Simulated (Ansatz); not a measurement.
**CdSe: checks on the settings of a gradient run**

More tests of how the quadrupolar parameters of CdSe respond to changes of cell, atoms or settings. The cell is a computed entry of the Materials Project. Its positions were relaxed in an earlier run. Planned: a check of ecutwfc.

Program: Ansatz 0.2.0. Level of theory: DFT, PBE, plane-wave PAW, default files, scalar-relativistic, as far as a step names no other. These are calculated values, not measurements.

## Step 1: The structure to begin with

Symmetry: P6_3mc, No. 186, hexagonal system. The conventional cell has a = 4.346 Å, b = 4.346 Å, c = 7.090 Å, α = 90.00°, β = 90.00°, γ = 120.00°. Cd (site symmetry 3m) has 4 Se at 2.66 to 2.67 Å as nearest neighbours. Se (site symmetry 3m) has 4 Cd at 2.66 to 2.67 Å as nearest neighbours.

Coordinates:

```cif
data_structure
_symmetry_space_group_name_H-M 'P6_3mc'
_symmetry_Int_Tables_number 186
_cell_length_a 4.3461
_cell_length_b 4.3461
_cell_length_c 7.0898
_cell_angle_alpha 90.000
_cell_angle_beta 90.000
_cell_angle_gamma 120.000
_cell_volume 115.97
loop_
_atom_site_label
_atom_site_type_symbol
_atom_site_symmetry_multiplicity
_atom_site_Wyckoff_symbol
_atom_site_fract_x
_atom_site_fract_y
_atom_site_fract_z
_atom_site_occupancy
Cd1 Cd 2 b 0.66667 0.33333 0.49995 1
Se1 Se 2 b 0.66667 0.33333 0.87591 1
```

The earlier run gave: gap on the mesh 0.60 eV, largest force 0.005 eV/Å, pressure 1.2 GPa.

Like atoms gathered into sites:

| site | atoms | first shell | V_zz (10²¹ V/m²) | η | C_Q (MHz) |
| --- | --- | --- | --- | --- | --- |
| Cd | 1, 2 | 4 Se at 2.66–2.67 Å | 0.24 | 0.00 | – |
| Se | 3, 4 | 4 Cd at 2.66–2.67 Å | 0.13 | 0.00 | – |

V_zz is the principal component of the electric field gradient with the largest magnitude, η = (V_xx − V_yy)/V_zz and C_Q = eQV_zz/h. Q values from Pyykkö, Mol. Phys. 116, 1328 (2018). A dash under C_Q marks elements without a common quadrupolar isotope.

## Step 2: Settings changed: basis.ecutwfc = 33.1 Ry

The input, input.yaml:

```yaml
crystal:
  lattice:
    - [4.3460853832, 0.0, 0.0]
    - [-2.1730426916, 3.7638203488, 0.0]
    - [0.0, 0.0, 7.08983988]
  atoms:
    - { symbol: Cd, position: [0.6666666667, 0.3333333333, 0.49995336] }
    - { symbol: Cd, position: [0.3333333333, 0.6666666667, 0.99995336] }
    - { symbol: Se, position: [0.6666666667, 0.3333333333, 0.87590664] }
    - { symbol: Se, position: [0.3333333333, 0.6666666667, 0.37590664] }
kpoints:
  mp_grid: { grid: [7, 7, 4] }
scf:
  occupations: { method: fermi_dirac, width: 0.02 }
hamiltonian:
  xc: pbe
  pseudopotentials: { kind: paw }
output:
  forces: true
  stress: true
  populations: true
  efg: { contact_densities: true }
basis:
  ecutwfc: "33.1 Ry"
```

Launch:

```
> ansatz run input.yaml --threads 1 --pin off --max-ram 2560MiB --backend cpu --events-out ev --progress --plain --runs-dir out
```

The program printed:

```text
Warning: RAYON_NUM_THREADS=1 ignored (pool sized by the plan → 1); use --threads N
Cd: output.efg is read without spin–orbit coupling, which moves field gradients at and beside such atoms by some per cent and up to a factor of two; PAW files take it under magnetization.noncollinear and magnetization.spin_orbit
Engine: ansatz 0.2.0, x86_64-unknown-linux-gnu
Pseudopotentials: kind: paw
Pseudopotential: Cd, paw, valence charge 20, recommended cutoff 420 eV (normal), Cd.paw.azcp
Pseudopotential: Se, paw, valence charge 16, recommended cutoff 420 eV (normal), Se.paw.azcp
Functional definition: PBE
  parameter kappa = 0.804
  parameter beta = 0.06672455060314922
  exchange = pbe_x(kappa = kappa, mu = beta*pi^2/3)
  correlation = pbe_c(beta = beta)
Crystal: 4 atoms, lattice volume = 115.975 Å³
Basis set: ecut = 450.3484423711014 eV, 2539 PW (Γ), exchange–correlation on 64×64×100 points (8 copies of the dense FFT grid, shifted against one another)
Bands: 44, of which v1, the nominal top of the filled ones, is band 36 counted from 1 (35 counted from 0)
Symmetry: 12 space group operations
Space group: P63mc (ITA 186), of the structure as read, at distance tolerance 4.9e-5 Å
k-points: 24 of 196 (time reversal used)
Non-local potential: Cd, projectors of the file, l = 0: 3, l = 1: 2, l = 2: 2, l = 3: 1
Non-local potential: Se, projectors of the file, l = 0: 2, l = 1: 2, l = 2: 3, l = 3: 1
PAW form: soft (Blöchl's): semilocal exchange-correlation on the pseudo side does not see the compensation charge
PAW one-centre angular grid: Cd, 590 points (default); XC on 64 Gauss nodes
PAW one-centre angular grid: Se, 590 points (default); XC on 64 Gauss nodes
Initial density: superposition of atomic densities (neutral atoms: chi_scale 0, normalization atom), corrected by the library's trained network
Initial wavefunctions: pseudopotential atomic-orbital guess
Functional: x = pbe(κ = 0.804, μ = 0.2195149727645171), c = pbe(β = 0.06672455060314922)
SCF iter   1: F=—  HF=-27449.577530 eV  |F-HF|=—  |Δ(HF+E_count)|=         —  Δρ=9.38e-4  dr2=2.09e-3  ethr=1.77e-3  ⟨swp⟩=6.5  Hψ=3947  notcnv=0  defer=1
preconditioner: auto → Resta (q_TF=auto, 2.520 Å⁻¹)  ε∞=4.0  [insulator: Δε(μ)=0.586 eV  Ē_g=12.015 eV  σ=0.020 eV  W_gap=1.00  n_scr=34 (ndim 8)  ℏωp=20.7 eV  f_vac=0.211  D(μ)=0.00/eV (n_scr^D=0)  ε∞_Penn≈4.0]
SCF iter   2: F=—  HF=-27449.578529 eV  |F-HF|=—  |Δ(HF+E_count)|=   9.99e-4  Δρ=5.28e-4  dr2=6.08e-4  ethr=2.90e-6  ⟨swp⟩=2.0  Hψ=1800  notcnv=0  defer=72
SCF iter   3: F=—  HF=-27449.578564 eV  |F-HF|=—  |Δ(HF+E_count)|=   3.49e-5  Δρ=2.03e-4  dr2=3.86e-5  ethr=8.45e-7  ⟨swp⟩=2.1  Hψ=1612  notcnv=0  defer=72
SCF iter   4: F=—  HF=-27449.578625 eV  |F-HF|=—  |Δ(HF+E_count)|=   6.14e-5  Δρ=1.03e-4  dr2=1.38e-5  ethr=5.36e-8  ⟨swp⟩=2.0  Hψ=1656  notcnv=0  defer=72
SCF iter   5: F=—  HF=-27449.578645 eV  |F-HF|=—  |Δ(HF+E_count)|=   2.00e-5  Δρ=4.25e-5  dr2=3.14e-6  ethr=1.91e-8  ⟨swp⟩=2.0  Hψ=1416  notcnv=0  defer=72
SCF iter   6: F=—  HF=-27449.578646 eV  |F-HF|=—  |Δ(HF+E_count)|=   1.44e-6  Δρ=1.15e-5  dr2=1.32e-7  ethr=4.36e-9  ⟨swp⟩=2.0  Hψ=1416  notcnv=0  defer=72
SCF iter   7: F=-27449.578647 eV  HF=-27449.578647 eV  |F-HF|=7.14e-9  |Δ(HF+E_count)|=   3.02e-7  Δρ=2.94e-6  dr2=1.02e-8  ethr=1.39e-10  ⟨swp⟩=8.2  Hψ=4347  notcnv=0
SCF 1 converged in 7 iterations: F = -27449.578647 eV  dr2 = 1.02e-8
SCF converged after 7 iterations
Free energy (F): -27449.578647 eV
Harris-Foulkes:  -27449.578647 eV  (|F-HF|=7.14e-9)
Internal energy: -27449.578647 eV  (E = F + TS)
E sigma→0 (E₀):  -27449.578647 eV
Fermi energy:    7.358371 eV
--- Per-component energies (eV) ---
  E_band       = -1805.753642
  E_kinetic    = 1246.907936
  E_local      = -12916.285010  (includes V_loc(G=0)·N_el)
  E_nonlocal   = -1124.557222
  E_hartree    = 6135.235535
  E_xc         = -561.699293
  E_vxc        = -639.320753  (∫ρ·V_xc dr)
  E_paw        = -11989.590910  (= ΣΔE_a)
  E_vpaw       = -642.977554  (= ΣTr[D̂ρ^β])
  E_aug_tail   = -0.000947  (compensation charges beyond the density's cutoff)
  E_ewald      = -8239.588738
  E_smearing   = -0.000000  (= −TS)
  E_closure    = -0.000000  (closes the sum)
  Σ components = -27449.578647   (vs F -27449.578647, Δ=0.00e0)
--- Forces (eV/Å), atoms counted from 1 ---
  atom   1  Cd     0.00000000     0.00000000     0.00496572
  atom   2  Cd     0.00000000     0.00000000     0.00496572
  atom   3  Se     0.00000000     0.00000000    -0.00495211
  atom   4  Se    -0.00000000     0.00000000    -0.00495211
  max |Σ_I F_I| component: 2.72e-5 eV/Å
--- Stress (GPa, compression-positive) ---
        1.227649       0.000000       0.000000
       -0.000000       1.227649      -0.000000
        0.000000      -0.000000       1.233413
  P = ⅓ Tr σ = 1.2296 GPa (12.296 kbar)
--- PAW observables at the nuclei: V_zz in 10²¹ V/m², potentials from the cell's mean, atoms counted from 1 ---
  atom   1  Cd V_zz =    +0.238575   η = 0.0000   by run symmetry: allowed
            electrostatic potential = -7703.807469 V   contact ρ = 1035909.123988 e/Å³
  atom   2  Cd V_zz =    +0.238575   η = 0.0000   by run symmetry: allowed
            electrostatic potential = -7703.807469 V   contact ρ = 1035909.123988 e/Å³
  atom   3  Se V_zz =    +0.139414   η = 0.0000   by run symmetry: allowed
            electrostatic potential = -4709.484747 V   contact ρ = 262877.148280 e/Å³
  atom   4  Se V_zz =    +0.139414   η = 0.0000   by run symmetry: allowed
            electrostatic potential = -4709.484747 V   contact ρ = 262877.148280 e/Å³
--- Band table (eV; the first three rows and the last of 24) ---
  k-point 0: bands = ["-94.5257", "-94.5257", "-55.5938", "-55.5938", "-55.5938", "-55.5938", "-55.5937", "-55.5935", "-39.5402", "-39.5401", "-39.5397", "-39.5397", "-39.5397", "-39.5397", "-39.5367", "-39.5367", "-39.5367", "-39.5367", "-5.3817", "-5.0296", "-0.7735", "-0.7686", "-0.7686", "-0.7063", "-0.7063", "-0.4647", "-0.4647", "-0.4076", "-0.4076", "-0.1585", "2.8503", "6.3299", "6.3299", "7.0068", "7.0503", "7.0503", "7.6513", "9.2230", "12.9177", "12.9177", "13.1957", "14.0429", "14.0429", "14.6345"]
  k-point 1: bands = ["-94.5257", "-94.5257", "-55.5938", "-55.5938", "-55.5938", "-55.5938", "-55.5937", "-55.5935", "-39.5402", "-39.5401", "-39.5397", "-39.5397", "-39.5397", "-39.5397", "-39.5367", "-39.5367", "-39.5367", "-39.5367", "-5.3299", "-5.0804", "-0.7615", "-0.7615", "-0.7324", "-0.7175", "-0.7175", "-0.4546", "-0.4546", "-0.4142", "-0.4142", "-0.3271", "3.3374", "5.8415", "6.4279", "6.4279", "6.9363", "6.9363", "8.6972", "9.3112", "12.7688", "13.0060", "13.0060", "13.7700", "13.7700", "13.9275"]
  k-point 2: bands = ["-94.5257", "-94.5257", "-55.5938", "-55.5938", "-55.5938", "-55.5938", "-55.5936", "-55.5936", "-39.5401", "-39.5401", "-39.5397", "-39.5397", "-39.5397", "-39.5397", "-39.5367", "-39.5367", "-39.5367", "-39.5367", "-5.2047", "-5.2047", "-0.7416", "-0.7416", "-0.7416", "-0.7416", "-0.5852", "-0.5852", "-0.4326", "-0.4326", "-0.4326", "-0.4326", "4.4692", "4.4692", "6.6742", "6.6742", "6.6742", "6.6742", "9.3649", "9.3649", "12.8485", "12.8485", "13.3074", "13.3074", "13.3074", "13.3074"]
  k-point 23: bands = ["-94.5257", "-94.5257", "-55.5940", "-55.5940", "-55.5939", "-55.5939", "-55.5936", "-55.5936", "-39.5401", "-39.5401", "-39.5397", "-39.5397", "-39.5397", "-39.5397", "-39.5367", "-39.5367", "-39.5367", "-39.5367", "-4.9545", "-4.9545", "-0.6403", "-0.6403", "-0.6231", "-0.6231", "-0.4775", "-0.4775", "-0.4388", "-0.4388", "-0.0743", "-0.0743", "3.1205", "3.1205", "4.8771", "4.8771", "5.9645", "5.9645", "10.7317", "10.7317", "12.7420", "12.7420", "13.2877", "13.2877", "15.0760", "15.0760"]
--- Löwdin populations: 4 sites ---
  site symbol       q [e]
     0     Cd     18.7765
     1     Cd     18.7765
     2     Se     17.0347
     3     Se     17.0347
  spilling = 0.005244 (of n_electrons = 72.000000)
```

Run time: 9.4 s. Hardware: 1 thread of Intel Xeon 6975P-C (Granite Rapids), shared host; peak memory 0.49 GiB.

At the end: gap on the mesh 0.60 eV, largest force 0.005 eV/Å, pressure 1.2 GPa.

What changed since step 1 (V_zz in 10²¹ V/m²):

```
site  atoms  V_zz, PBE  V_zz, ecutwfc 33.1 Ry  η, PBE  η, ecutwfc 33.1 Ry
  Cd   1, 2       0.24                   0.24    0.00                0.00
  Se   3, 4       0.13                   0.14    0.00                0.00
```

The sizes of the gradients above 0.15 moved by 1.1 % at Cd (0.236 to 0.239). The free energy moved by -0.7 meV/atom.

## Step 3: Results

| quantity | value |
| --- | --- |
| state (step 1) | gap on the mesh 0.60 eV, largest force 0.005 eV/Å, pressure 1.2 GPa |
| V_zz by site, step 1 (10²¹ V/m²) | Cd 0.24, Se 0.13 |
| step 2 (basis.ecutwfc = 33.1 Ry) against step 1 | 1.1 % at Cd (0.236 to 0.239) |

**Reading.** Site Cd (4 Se at 2.66–2.67 Å) carries the largest gradient. With so small a gap the gradients can converge slowly in k; no denser mesh was tried here. With a gap of 0.6 eV on this mesh, small gradients can still move by 0.1 × 10²¹ V/m² or more as the k-mesh gets denser. The program warns that gradients near heavy atoms lack spin–orbit coupling.
